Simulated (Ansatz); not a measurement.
Here is an Ansatz 0.2.0 calculation.

Contents of input:

```
crystal:
  lattice:
    - [0.0, 3.39084, 3.39084]
    - [3.39084, 0.0, 3.39084]
    - [3.39084, 3.39084, 0.0]
  atoms:
    - { symbol: Sn, position: [0.0, 0.0, 0.0] }
    - { symbol: Se, position: [0.75, 0.75, 0.75] }
hamiltonian:
  xc: r2scanh
  pseudopotentials: { kind: paw }
kpoints:
  mp_grid: { grid: [4, 4, 4] }
  band_path:
    path:
      - [[0.0, 0.0, 0.0], [0.5, 0.0, 0.5], [0.5, 0.25, 0.75], [0.375, 0.375, 0.75], [0.0, 0.0, 0.0], [0.5, 0.5, 0.5], [0.625, 0.25, 0.625], [0.5, 0.25, 0.75], [0.5, 0.5, 0.5], [0.375, 0.375, 0.75]]
      - [[0.625, 0.25, 0.625], [0.5, 0.0, 0.5]]
    npoints: 4
scf:
  occupations: { method: fermi_dirac, width: 0.05 }
  n_extra_bands: 6
output:
  forces: true
  stress: true
  eigenvalues: true
  fatbands: false
```

Predict the band gap along the path.

0.47 eV, indirect (least direct gap 1.17 eV).

Predict the band gap on the k mesh.

0.47 eV, indirect (least direct gap 1.17 eV).

Predict the pressure.

-1.0 GPa.

Levels at the corners of the path, in eV from the valence-band top:
| point | band 12 | band 13 | band 14 | band 15 | band 16 | band 17 | band 18 | band 19 |
| --- | --- | --- | --- | --- | --- | --- | --- | --- |
| Γ | -5.63 | -2.57 | -2.57 | -2.57 | 2.00 | 2.00 | 2.00 | 5.36 |
| X | -8.01 | -3.83 | -3.83 | -0.69 | 0.47 | 5.02 | 5.02 | 6.24 |
| W | -7.97 | -4.14 | -4.03 | 0.00 | 2.16 | 2.70 | 4.52 | 6.10 |
| K | -7.95 | -4.28 | -3.62 | -0.52 | 1.67 | 4.00 | 4.28 | 5.84 |
| Γ | -5.63 | -2.57 | -2.57 | -2.57 | 2.00 | 2.00 | 2.00 | 5.36 |
| L | -7.71 | -3.11 | -3.11 | -2.30 | 2.80 | 2.80 | 3.91 | 6.95 |
| U | -7.95 | -4.28 | -3.62 | -0.52 | 1.67 | 4.00 | 4.28 | 5.84 |
| W | -7.97 | -4.14 | -4.03 | 0.00 | 2.16 | 2.70 | 4.52 | 6.10 |
| L | -7.71 | -3.11 | -3.11 | -2.30 | 2.80 | 2.80 | 3.91 | 6.95 |
| K | -7.95 | -4.28 | -3.62 | -0.52 | 1.67 | 4.00 | 4.28 | 5.84 |
| U | -7.95 | -4.28 | -3.62 | -0.52 | 1.67 | 4.00 | 4.28 | 5.84 |
| X | -8.01 | -3.83 | -3.83 | -0.69 | 0.47 | 5.02 | 5.02 | 6.24 |

Caveat: spin-orbit coupling is left out, which moves the levels of the heavy elements; the PAW data sets come from PBE, with cores solved anew for the run's functional, which leaves a small shift of forces and pressure; the thresholds are loose for stress.
